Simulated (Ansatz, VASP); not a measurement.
One calculation of MnO2, two programs

Contents of INCAR:

```
SYSTEM = MnO2
  ALGO = Normal
  EDIFF = 1E-8
  ENCUT = 520
  GGA = PE
  ISIF = 2
  ISMEAR = -1
  ISPIN = 2
  LASPH = .TRUE.
  LCHARG = .FALSE.
  LEFG = .TRUE.
  LMAXMIX = 4
  LORBIT = 11
  LREAL = .FALSE.
  LWAVE = .FALSE.
  MAGMOM = 4 4 0 0 0 0
  NBANDS = 38
  NELM = 150
  PREC = Accurate
  SIGMA = 0.05
```

Contents of KPOINTS:

```
k-points
0
G
  8 8 12
  0 0 0
```

The input POSCAR:

```
MnO2
1.0
    4.3960000000      0.0000000000      0.0000000000
    0.0000000000      4.3960000000      0.0000000000
    0.0000000000      0.0000000000      2.8710000000
Mn O
2 4
Direct
    0.0000000000      0.0000000000      0.0000000000
    0.5000000000      0.5000000000      0.5000000000
    0.3020000000      0.3020000000      0.0000000000
    0.1980000000      0.8020000000      0.5000000000
    0.6980000000      0.6980000000      0.0000000000
    0.8020000000      0.1980000000      0.5000000000
```

Input for Ansatz:

```yaml
crystal:
  lattice:
    - [4.396, 0.0, 0.0]
    - [0.0, 4.396, 0.0]
    - [0.0, 0.0, 2.871]
  atoms:
    - { symbol: Mn, position: [0.0, 0.0, 0.0], spin: 4.0 }
    - { symbol: Mn, position: [0.5, 0.5, 0.5], spin: 4.0 }
    - { symbol: O, position: [0.302, 0.302, 0.0] }
    - { symbol: O, position: [0.198, 0.802, 0.5] }
    - { symbol: O, position: [0.698, 0.698, 0.0] }
    - { symbol: O, position: [0.802, 0.198, 0.5] }
magnetization:
  spin_polarized: true
kpoints:
  mp_grid: { grid: [8, 8, 12] }
  band_path:
    path:
      - [0.0, 0.0, 0.0]
      - [0.0, 0.5, 0.0]
      - [0.5, 0.5, 0.0]
      - [0.0, 0.0, 0.0]
      - [0.0, 0.0, 0.5]
      - [0.0, 0.5, 0.5]
      - [0.5, 0.5, 0.5]
      - [0.0, 0.0, 0.5]
      - [0.0, 0.5, 0.0]
    npoints: 8
scf:
  occupations: { method: fermi_dirac, width: 0.05 }
hamiltonian:
  xc: pbe
  pseudopotentials: { kind: all_electron, datasets: crystal }
output:
  forces: true
  stress: true
  eigenvalues: true
  efg: { contact_densities: true }
```

Alike in both runs: task electric field gradients; functional PBE; k mesh 8 × 8 × 12; occupations fermi-dirac, width 0.05 eV; collinear spin.

```csv
,VASP,Ansatz
version,VASP 6.6.1,Ansatz 0.2.0
potentials or method,"VASP PAW PBE potentials, release 64 (Mn_pv, O)","all-electron PAW with datasets made for the crystal, scalar-relativistic"
plane-wave cutoff (eV),520,see its input
```

```csv
,VASP,Ansatz,Ansatz less VASP
pressure (GPa),6.3,5.3,-1.07
largest component of the traceless stress (GPa),2.06,2.13,+0.068
rms of the force components (eV/Å),0.212,0.223,+0.0113
net moment per atom (μB),1.00,1.00,+0.001
size of the moment on the site where the two differ most (μB),2.69,2.37,-0.320
Vzz of the field gradient on the site that differs most (V/Å²),-22.8,-25.4,-2.61
```

Site moments also hang on the region over which each program counts them. Atom by atom the forces differ by 0.011 eV/Å (rms over components). Ansatz ran all-electron here, so the differences hold the error of VASP's frozen core and of both bases. Ansatz warned: «frozen_core_search_ended».

Caveats: semilocal functionals often make such compounds metallic where correlation or magnetic order opens a gap, which also shifts bond lengths.
